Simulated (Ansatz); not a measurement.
KF (Carobbiite):

```
K F
1.0
     0.00000    2.67185    2.67185
     2.67185    0.00000    2.67185
     2.67185    2.67185    0.00000
K F
1 1
Direct
  0.00000 0.00000 0.00000
  0.50000 0.50000 0.50000
```

Base run:

```yaml
Program: Ansatz 0.2.0
Functional: HSE06
Potentials_or_basis: all-electron PAW datasets made for the crystal
Cutoff: 310 eV
Density_cutoff: 1240 eV
k_mesh: 6 × 6 × 6
Occupations: fermi-dirac, width 0.05 eV
Spin: no spin polarisation
```

Its results: band gap on the k mesh 8.18 eV, direct.

After a change of settings the same cell gave: band gap on the k mesh 8.95 eV, direct. Which change was it?
A. functional from HSE06 to PBE0
B. functional from HSE06 to PBE; cutoff from 310 eV to 280 eV; density cutoff from 1240 eV to 1120 eV
C. functional from HSE06 to PBEsol; cutoff from 310 eV to 280 eV; density cutoff from 1240 eV to 1120 eV

A.

Not every run made on this cell is shown here.
